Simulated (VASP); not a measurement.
# LiCl (P6_3mc) in VASP: further runs

The runs below take LiCl through single point, with LDA.

All numbers are computed with VASP 6.6.1; they aren't measurements. Logs are shortened: lines on timing, memory, paths and dates and some standing lists are left out, and cuts for length are marked.

### 1 The cell of the first run

Symmetry: P6_3mc, No. 186, hexagonal system. Conventional cell: a = 4.102 Å, b = 4.102 Å, c = 6.357 Å, α = 90.00°, β = 90.00°, γ = 120.00°. Around Li (site symmetry 3m) lie 4 Cl at 2.40 to 2.49 Å. Cl (site symmetry 3m) is surrounded by 4 Li at 2.40 to 2.49 Å.

Measurements of this composition are mostly on another form, of space group No. 225.

### 2 Single point, LDA (strain +0.0450 x Voigt [1, 1, 0, 0, 0, 0], atoms carried along)

Input file INCAR:

```
SYSTEM = LiCl
ALGO     = Normal         ! electronic algorithm
EDIFF    = 1E-7           ! SCF threshold, eV
ENCUT    = 520            ! plane-wave cutoff, eV
GGA      = CA             ! functional
ISIF     = 2              ! what is computed and relaxed
ISMEAR   = 0              ! smearing method
LASPH    = .TRUE.         ! aspherical terms in the spheres
LCHARG   = .TRUE.         ! write CHGCAR
LELF     = .TRUE.         ! ELF
LREAL    = .FALSE.        ! projectors in reciprocal space
LVHAR    = .TRUE.       
LWAVE    = .FALSE.        ! write WAVECAR
NBANDS   = 18             ! bands
NELM     = 80             ! most SCF steps
PREC     = Accurate       ! precision mode
SIGMA    = 0.05           ! smearing width, eV
```

Input file KPOINTS:

```
k-points
0
G
  9 9 4
  0 0 0
```

Input file POSCAR:

```
LiCl
1.0
    4.1015019077      0.0000000000      0.0000000000
   -2.0507509539      3.5520048457      0.0000000000
    0.0000000000      0.0000000000      6.3571610000
Li Cl
2 2
Direct
    0.6666666667      0.3333333333      0.8760170000
    0.3333333333      0.6666666667      0.3760170000
    0.6666666667      0.3333333333      0.4989840000
    0.3333333333      0.6666666667      0.9989840000
```

Potentials or basis: VASP PAW LDA potentials, release 64 (Li_sv, Cl).

Launch:

```
$ cat potpaw_LDA.64/Li_sv/POTCAR potpaw_LDA.64/Cl/POTCAR > POTCAR
$ mpirun -np 1 vasp_std > vasp.out
```

OUTCAR:

```text
SYSTEM = LiCl
   EDIFF = 1E-7
   ENCUT = 520
   GGA = CA
   ISIF = 2
   ISMEAR = 0
   LASPH = .TRUE.
   LREAL = .FALSE.
   NELM = 80
   PREC = Accurate

 ion  position               nearest neighbor table
   1  0.667  0.333  0.876-   3 2.40   4 2.49   4 2.49   4 2.49
   2  0.333  0.667  0.376-   4 2.40   3 2.49   3 2.49   3 2.49
   3  0.667  0.333  0.499-   1 2.40   2 2.49   2 2.49   2 2.49
   4  0.333  0.667  0.999-   2 2.40   1 2.49   1 2.49   1 2.49

  LATTYP: Found a hexagonal cell.
 ALAT       =     4.1015019077
 C/A-ratio  =     1.5499592937

  Lattice vectors:

 A1 = (   4.1015019077,   0.0000000000,   0.0000000000)
 A2 = (  -2.0507509539,   3.5520048457,   0.0000000000)
 A3 = (   0.0000000000,   0.0000000000,   6.3571610000)

Analysis of symmetry for initial positions (statically):
=====================================================================
 Subroutine PRICEL returns:
 Original cell was already a primitive cell.

 Routine SETGRP: Setting up the symmetry group for a
 hexagonal supercell.

 Subroutine GETGRP returns: Found 12 space group operations
 (whereof  6 operations were pure point group operations)
 out of a pool of 24 trial point group operations.

The static configuration has the point symmetry C_3v.
 The point group associated with its full space group is C_6v.

Analysis of symmetry for dynamics (positions and initial velocities):
=====================================================================
 Subroutine PRICEL returns:
 Original cell was already a primitive cell.

 Routine SETGRP: Setting up the symmetry group for a
 hexagonal supercell.

 Subroutine GETGRP returns: Found 12 space group operations
 (whereof  6 operations were pure point group operations)
 out of a pool of 24 trial point group operations.

The dynamic configuration has the point symmetry C_3v.
 The point group associated with its full space group is C_6v.

 Subroutine INISYM returns: Found 12 space group operations
 (whereof  6 operations are pure point group operations),
 and found     1 'primitive' translations

----------------------------------------------------------------------------------------

                                     Primitive cell

  volume of cell :      92.6146

  direct lattice vectors                    reciprocal lattice vectors
     4.101501908  0.000000000  0.000000000     0.243813126  0.140765574  0.000000000
    -2.050750954  3.552004846  0.000000000     0.000000000  0.281531147  0.000000000
     0.000000000  0.000000000  6.357161000     0.000000000  0.000000000  0.157302922

  length of vectors
     4.101501908  4.101501908  6.357161000     0.281531147  0.281531147  0.157302922

  position of ions in fractional coordinates (direct lattice)
     0.666666667  0.333333333  0.876017000
     0.333333333  0.666666667  0.376017000
     0.666666667  0.333333333  0.498984000
     0.333333333  0.666666667  0.998984000

  ion indices of the primitive-cell ions
   primitive index   ion index
                 1           1
                 2           2
                 3           3
                 4           4

----------------------------------------------------------------------------------------

 KPOINTS: k-points

Automatic generation of k-mesh.
 Grid dimensions read from file:
 generate k-points for:    9    9    4

 Generating k-lattice:

  Cartesian coordinates                     Fractional coordinates (reciprocal lattice)
     0.027090347  0.015640619  0.000000000     0.111111111  0.000000000  0.000000000
     0.000000000  0.031281239  0.000000000     0.000000000  0.111111111  0.000000000
     0.000000000  0.000000000  0.039325730     0.000000000  0.000000000  0.250000000

  Length of vectors
     0.031281239  0.031281239  0.039325730

  Shift w.r.t. Gamma in fractional coordinates (k-lattice)
     0.000000000  0.000000000  0.000000000

 Subroutine IBZKPT returns following result:
 ===========================================

 Found     36 irreducible k-points:

 Following reciprocal coordinates:
            Coordinates               Weight
  0.000000  0.000000  0.000000      1.000000
  0.111111 -0.000000  0.000000      6.000000
  0.222222 -0.000000  0.000000      6.000000
  0.333333  0.000000  0.000000      6.000000
  0.444444 -0.000000  0.000000      6.000000
  0.111111  0.111111  0.000000      6.000000
[... 16 lines left out ...]
  0.333333  0.222222  0.250000     24.000000
  0.333333  0.333333  0.250000      4.000000
 [... further k-points ...]
   k-points           NKPTS =     36   k-points in BZ     NKDIM =     36   number of bands    NBANDS=     18
   number of dos      NEDOS =    301   number of ions     NIONS =      4
   total plane-waves  NPLWV =  49152
   dimension x,y,z NGX =    32 NGY =   32 NGZ =   48
   dimension x,y,z NGXF=    64 NGYF=   64 NGZF=   96
   ions per type =               2   2
   NGX,Y,Z   is equivalent  to a cutoff of  12.97, 12.97, 12.55 a.u.
   NGXF,Y,Z  is equivalent  to a cutoff of  25.94, 25.94, 25.10 a.u.
 SYSTEM =  LiCl
   PREC   = accura    normal or accurate (medium, high low for compatibility)
   ISTART =      0    job   : 0-new  1-cont  2-samecut
   ICHARG =      2    charge: 1-file 2-atom 10-const
   ISPIN  =      1    spin polarized calculation?
   LNONCOLLINEAR =      F non collinear calculations
   LSORBIT =      F    spin-orbit coupling
   LASPH  =      T    aspherical Exc in radial PAW
   ENCUT  =  520.0 eV  38.22 Ry    6.18 a.u.   7.63  7.63 11.82*2*pi/ulx,y,z
   NELM   =     80;   NELMIN=  2; NELMDL= -5     # of ELM steps
   EDIFF  = 0.1E-06   stopping-criterion for ELM
   LREAL  =      F    real-space projection
   EDIFFG = 0.1E-05   stopping-criterion for IOM
   NSW    =      0    number of steps for IOM
   IBRION =     -1    ionic relax: 0-MD 1-quasi-New 2-CG
   NFREE  =      0    steps in history (QN), initial steepest desc. (CG)
   ISIF   =      2    stress and relaxation
   ISYM   =      2    0-nonsym 1-usesym 2-fastsym
   POTIM  = 0.5000    time-step for ionic-motion
   TEBEG  =    0.0;   TEEND  =   0.0 temperature during run
   PSTRESS=    0.0 pullay stress
   NELECT =      20.0000    total number of electrons
   NUPDOWN=      -1.0000    fix difference up-down
   EMIN   =  10.00;   EMAX   =-10.00  energy-range for DOS
   EFERMI =   0.00;   METHOD = LEGACY
   ISMEAR =     0;   SIGMA  =   0.05  broadening in eV -4-tet -1-fermi 0-gaus
   EFERMI_NEDOS =   21; number of points for ismear=-14 and -15
   IALGO  =     38    algorithm
   IMIX   =      4    mixing-type and parameters
     AMIX     =   0.40;   BMIX     =  1.00
     AMIX_MAG =   1.60;   BMIX_MAG =  1.00
  volume/ion in A,a.u.               =      23.15       156.25
  Fermi-wavevector in a.u.,A,eV,Ry     =   0.982181  1.856053 13.125266  0.964680
  Thomas-Fermi vector in A             =   2.113244
   LORBIT       =      0    0 simple, 1 ext, 2 COOP (PROOUT), +10 PAW based schemes
   GGA     = CA    functional components
   LHFCALC =     F    Hartree Fock is set to
   AEXX    =    0.0000 exact exchange contribution
   IVDW    =     0    specifies the selected vdW correction
   LEPSILON=     F    determine dielectric tensor
   LRPA    =     F    only Hartree local field effects (RPA)
 non-spin polarized calculation
 Gauss-broadening in eV      SIGMA  =   0.05
  energy-cutoff  :      520.00
  volume of cell :       92.61
 maximum number of plane-waves:      2526
 NGX is ok and might be reduce to    32
   NGX = 15   NGY = 15   NGZ = 23

 number of electron      19.9999997 magnetization

 Free energy of the ion-electron system (eV)
  ---------------------------------------------------
  ext. energy  EPLUGINS =         0.00000000
  ---------------------------------------------------
  free energy    TOTEN  =       -15.79516236 eV

  energy without entropy =      -15.79516236  energy(sigma->0) =      -15.79516236

 E-fermi :  -1.6884     XC(G=0):  -7.7356

 val. band max:       -1.9214760340   @ k =   0.0000   0.0000   0.0000
 cond. band min:       3.2940340841   @ k =   0.0000   0.0000   0.0000
 fundamental gap:      5.2155101180
 Fermi energy:        -1.6884000797

 k-point     1 :       0.0000    0.0000    0.0000
  band No.  band energies     occupation
      1     -44.0955      2.00000
      2     -44.0943      2.00000
      3     -14.3788      2.00000
      4     -14.1139      2.00000
      5      -3.7638      2.00000
      6      -2.3173      2.00000
[... 10 lines left out ...]
     17       8.4278      0.00000
     18       8.4278      0.00000

 k-point     2 :       0.1111   -0.0000    0.0000
  band No.  band energies     occupation
      1     -44.0954      2.00000
      2     -44.0943      2.00000
      3     -14.3581      2.00000
      4     -14.1067      2.00000
      5      -3.7071      2.00000
      6      -2.4667      2.00000
[... 10 lines left out ...]
     17       8.5878      0.00000
     18       8.6230      0.00000

 k-point     3 :       0.2222   -0.0000    0.0000
  band No.  band energies     occupation
      1     -44.0952      2.00000
      2     -44.0942      2.00000
      3     -14.3026      2.00000
      4     -14.0905      2.00000
      5      -3.5506      2.00000
      6      -2.8369      2.00000
[... 10 lines left out ...]
     17       8.7325      0.00000
     18       9.1166      0.00000

 k-point     4 :       0.3333    0.0000    0.0000
  band No.  band energies     occupation
      1     -44.0949      2.00000
      2     -44.0942      2.00000
      3     -14.2315      2.00000
      4     -14.0783      2.00000
      5      -3.4003      2.00000
      6      -3.1553      2.00000
[... 375 lines left out ...]
      4     -14.0946      2.00000
      5      -3.3494      2.00000
      6      -3.2920      2.00000
[... 10 lines left out ...]
     17       9.0025      0.00000
     18       9.5826      0.00000

 k-point    23 :       0.3333    0.2222    0.2500
  band No.  band energies     occupation
      1     -44.0945      2.00000
      2     -44.0943      2.00000
      3     -14.1362      2.00000
      4     -14.0943      2.00000
      5      -3.4553      2.00000
      6      -3.2469      2.00000
[... 10 lines left out ...]
     17       9.2209      0.00000
     18       9.8395      0.00000

 k-point    24 :       0.3333    0.3333    0.2500
  band No.  band energies     occupation
      1     -44.0944      2.00000
      2     -44.0944      2.00000
      3     -14.1076      2.00000
      4     -14.1076      2.00000
      5      -3.3863      2.00000
      6      -3.1844      2.00000
[... 10 lines left out ...]
     17       9.6562      0.00000
     18       9.8709      0.00000

 [... further k-points ...]

------------------------ aborting loop because EDIFF is reached ----------------------------------------

  FORCE on cell =-STRESS in cart. coord.  units (eV):
  Direction    XX          YY          ZZ          XY          YZ          ZX
  --------------------------------------------------------------------------------------
  -------------------------------------------------------------------------------------
  Total       -2.4652739     -2.4652739     -1.9444331      0.0000000     -0.0000000      0.0000000
  in kB      -42.6477462    -42.6477462    -33.6375146      0.0000000     -0.0000000      0.0000000
  external PRESSURE =     -39.6443356 kB  Pullay stress =       0.0000000 kB

 VOLUME and BASIS-vectors are now :
 -----------------------------------------------------------------------------
  energy-cutoff  :      520.00
  volume of cell :       92.61
      direct lattice vectors                 reciprocal lattice vectors
     4.101501908  0.000000000  0.000000000     0.243813126  0.140765574  0.000000000
    -2.050750954  3.552004846  0.000000000     0.000000000  0.281531147  0.000000000
     0.000000000  0.000000000  6.357161000     0.000000000  0.000000000  0.157302922

 POSITION                                       TOTAL-FORCE (eV/Angst)
 -----------------------------------------------------------------------------------
      2.05075      1.18400      5.56898        -0.000000     -0.000000      0.069523
     -0.00000      2.36800      2.39040         0.000000      0.000000      0.069523
      2.05075      1.18400      3.17212         0.000000     -0.000000     -0.069523
     -0.00000      2.36800      6.35070        -0.000000      0.000000     -0.069523
 -----------------------------------------------------------------------------------
    total drift:                                0.000000     -0.000000     -0.000144

  FREE ENERGIE OF THE ION-ELECTRON SYSTEM (eV)
  ---------------------------------------------------
  free  energy   TOTEN  =       -15.7951623630 eV

  energy  without entropy=      -15.7951623630  energy(sigma->0) =      -15.79516236
```

Wall time 2.2 min (1 thread of AMD EPYC, shared host); peak memory 0.16 GiB.

Results:

```yaml
Free_energy: -15.7952 eV
Largest_force: 0.070 eV/Å
Band_gap_on_the_k_mesh: 5.22 eV, direct
```

Forces in eV/Å, atoms in the order of the input:
```
Li   0.000  0.000  0.070
Li   0.000  0.000  0.070
Cl   0.000  0.000 -0.070
Cl   0.000  0.000 -0.070
```

Caveat: the cutoff is under 1.25 times the usual one of these potentials, so pressure, stress and relaxed cells hold a basis-set (Pulay) error; an odd mesh through Γ misses points on the zone boundary, where band edges often lie.

(Part 1 of 2 ends here.)
